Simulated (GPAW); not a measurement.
Crystal: MoP.

```xyz
2
Lattice="3.2230 0.0000 0.0000 -1.6115 2.7912 0.0000 0.0000 0.0000 3.1910" Properties=species:S:1:pos:R:3 pbc="T T T"
Mo    0.0000    0.0000    0.0000
P     0.0000    1.8608    1.5955
```

```yaml
Program: GPAW 26.7.0
Task: relaxation of cell and atoms
Functional: BLYP
Potentials_or_basis: PAW data sets generated in the run's folder for this functional
Cutoff: 600 eV
Basis: pw
k_mesh: 10 × 10 × 8
Occupations: fermi-dirac, width 0.05 eV
Spin: no spin polarisation
```

At the start: pressure 13.0 GPa; volume 14.35 Å³/atom.

Q: How do energy, volume and symmetry change on relaxing?

A: Over 7 steps the energy falls by 36.6 meV/atom and the volume is 15.28 Å³/atom (+6.5 %); space group P-6m2 (No. 187, to 0.05 Å).

The path:
| step | energy change (eV) | largest force (eV/Å) | pressure (GPa) | volume (Å³) |
| --- | --- | --- | --- | --- |
| 1 | 0.0000 | 0.0000 | 13.00 | 28.71 |
| 2 | -0.0459 | 0.0000 | 7.19 | 29.43 |
| 3 | -0.0706 | 0.0000 | 0.41 | 30.43 |
| 4 | -0.0716 | 0.0000 | -0.16 | 30.53 |
| 5 | -0.0728 | 0.0000 | -0.54 | 30.63 |
| 6 | -0.0731 | 0.0000 | -0.31 | 30.61 |
| 7 | -0.0731 | 0.0000 | -0.06 | 30.57 |

Final structure:
```
Mo P
1.0
     3.30990    0.00000    0.00000
    -1.65495    2.86645    0.00000
     0.00000    0.00000    3.22206
Mo P
1 1
Direct
  0.00000 0.00000 0.00000
  0.33333 0.66667 0.50000
```

Caveat: later steps reuse the first step's grids.
